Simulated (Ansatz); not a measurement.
Crystal: FeO (Wuestite).

```
Fe O
1.0
     0.00000    2.15540    2.15540
     2.15540    0.00000    2.15540
     2.15540    2.15540    0.00000
Fe O
1 1
Direct
  0.00000 0.00000 0.00000
  0.50000 0.50000 0.50000
```

Base run:

```yaml
Program: Ansatz 0.2.0
Functional: PBEsol
Potentials_or_basis: all-electron LAPW, scalar-relativistic
Cutoff: 349 eV (chosen from the basis error)
Basis_error_allowed: 0.001 eV/atom
k_mesh: 11 × 11 × 11
Occupations: fermi-dirac, width 0.05 eV
Spin: collinear spin, ferromagnetic start
Starting_moments: "[3.0, 0.0] μB"
```

Its results: pressure -8.6 GPa; net moment 4.00 μB per cell; site moments Fe +3.62; O +0.32 μB.

**Question.** The run is repeated on the same cell with these changes: functional from PBEsol to RPBE; occupations from fermi-dirac, width 0.05 eV to gaussian, width 0.05 eV. What comes out?

**Answer.** Pressure 5.2 GPa; net moment 4.00 μB per cell; site moments Fe +3.63; O +0.32 μB.

Caveats: a cell with one magnetic atom can't hold antiferromagnetic order, which such compounds often take.
